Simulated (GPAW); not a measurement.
The system is C.

```
C
1.0
     2.52210    0.00000    0.00000
    -1.26105    2.18420    0.00000
     0.00000    0.00000   12.35570
C
12
Direct
  0.66667 0.33333 0.35417
  0.33333 0.66667 0.85417
  0.66667 0.33333 0.14583
  0.33333 0.66667 0.64583
  0.66667 0.33333 0.47917
  0.33333 0.66667 0.97917
  0.66667 0.33333 0.02083
  0.33333 0.66667 0.52083
  0.00000 0.00000 0.81250
  0.00000 0.00000 0.31250
  0.00000 0.00000 0.68750
  0.00000 0.00000 0.18750
```

This is a hexagonal form of diamond, not graphite.

* Program: GPAW 26.7.0
* Task: single point
* Functional: PBE
* Potentials or basis: GPAW PAW data sets (gpaw-data 1.2.1)
* Cutoff: 800 eV
* Basis: pw
* k mesh: 12 × 12 × 3
* Occupations: fermi-dirac, width 0.05 eV
* Spin: no spin polarisation

On this cell: pressure 1.7 GPa; largest force 0.332 eV/Å; band gap on the k mesh 4.38 eV, indirect (least direct gap 5.31 eV).

The same run follows on a disturbed copy (atoms moved at random, drawn with an rms of 0.05 Å):

```xyz
12
Lattice="2.5221 0.0000 0.0000 -1.2611 2.1842 0.0000 0.0000 0.0000 12.3557" Properties=species:S:1:pos:R:3 pbc="T T T"
C     1.2133    0.7458    4.4073
C     0.0156    1.4786   10.5229
C     1.2496    0.7518    1.8086
C    -0.0028    1.4436    7.9995
C     1.2735    0.7518    5.9261
C    -0.0074    1.4489   12.0887
C     1.2026    0.6946    0.2632
C    -0.0460    1.4772    6.4506
C    -0.0192    0.0320   10.0408
C    -0.0319   -0.0282    3.9249
C    -0.0003   -0.0089    8.4407
C    -0.0362    0.0362    2.2670
```

Q: What does the disturbed cell give?

A: The energy moves by +39.5 meV/atom; pressure 3.2 GPa; largest force 2.937 eV/Å; band gap on the k mesh 3.87 eV, indirect (least direct gap 4.58 eV).

Forces on the atoms (eV/Å):
```
C    0.830 -1.543  0.189
C   -1.274  0.065  1.479
C   -1.120  0.089 -1.331
C   -0.207  0.361 -2.317
C   -2.154 -0.292  0.824
C   -1.248 -0.498  0.144
C    1.712  1.078 -0.765
C    2.043  0.031 -0.320
C    1.202 -0.510 -0.978
C   -0.448  1.955 -2.073
C   -0.237  0.121  2.487
C    0.899 -0.858  2.661
```

Stress tensor (GPa, compression positive):
```
 0.68  0.01  0.35
 0.01  1.29 -0.27
 0.35 -0.27  7.75
```

Caveats: an odd mesh through Γ misses points on the zone boundary, where band edges often lie.
